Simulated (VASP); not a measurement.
Write the native input for VASP 6.6.1 that does the following.

```yaml
Task: single point
Functional: r2SCAN
Potentials_or_basis: VASP PAW PBE potentials, release 64 (Ca_sv)
Cutoff: 520 eV
k_mesh: 14 × 14 × 14
Occupations: gaussian, width 0.05 eV
Spin: no spin polarisation
Dipole_correction: no
Further_INCAR_settings: ALGO = Normal; EDIFF = 1e-07; NBANDS = 11
```

Crystal: Ca.

```xyz
1
Lattice="-2.2125 2.2125 2.2125 2.2125 -2.2125 2.2125 2.2125 2.2125 -2.2125" Properties=species:S:1:pos:R:3 pbc="T T T"
Ca    0.0000    0.0000    0.0000
```

The cell was built by a generator and needn't be a form met in nature.

These files were run (other wordings do the same):

POSCAR

```
Ca
1.0
   -2.2125431104      2.2125431104      2.2125431104
    2.2125431104     -2.2125431104      2.2125431104
    2.2125431104      2.2125431104     -2.2125431104
Ca
1
Direct
    0.0000000000      0.0000000000      0.0000000000
```

INCAR.step1

```
PREC = Accurate
ENCUT = 520
ISMEAR = 0
SIGMA = 0.05
LREAL = F
LASPH = T
NELM = 100
NBANDS = 11
GGA = PE
ALGO = Normal
EDIFF = 1E-4
LWAVE = T
LCHARG = F
```

INCAR.step2

```
PREC = Accurate
ENCUT = 520
EDIFF = 1E-7
ISMEAR = 0
SIGMA = 0.05
LREAL = F
LASPH = T
NELM = 100
ALGO = Normal
ISIF = 2
LWAVE = F
LCHARG = F
METAGGA = R2SCAN
LMIXTAU = T
NBANDS = 11
ISTART = 1
```

KPOINTS

```
regular mesh
0
Gamma
  14 14 14
```

Potentials or basis: VASP PAW PBE potentials, release 64 (Ca_sv).

Command:

```console
$ cat potpaw_PBE.64/Ca_sv/POTCAR > POTCAR
$ cp INCAR.step1 INCAR
$ mpirun -np 1 vasp_std > vasp.out
$ cp INCAR.step2 INCAR
$ mpirun -np 1 vasp_std > vasp.out
```

Results of the run:

```json
{"Pressure": "0.0 GPa", "Band gap on the k mesh": "none (metal or under the smearing width)"}
```

Caveat: the PAW data sets were made with another functional, which shifts forces and pressure a little.

Run time: 89 s on 1 thread of Intel(R) Xeon(R) 6975P-C (Granite Rapids), on a shared host, peak memory 0.19 GiB.
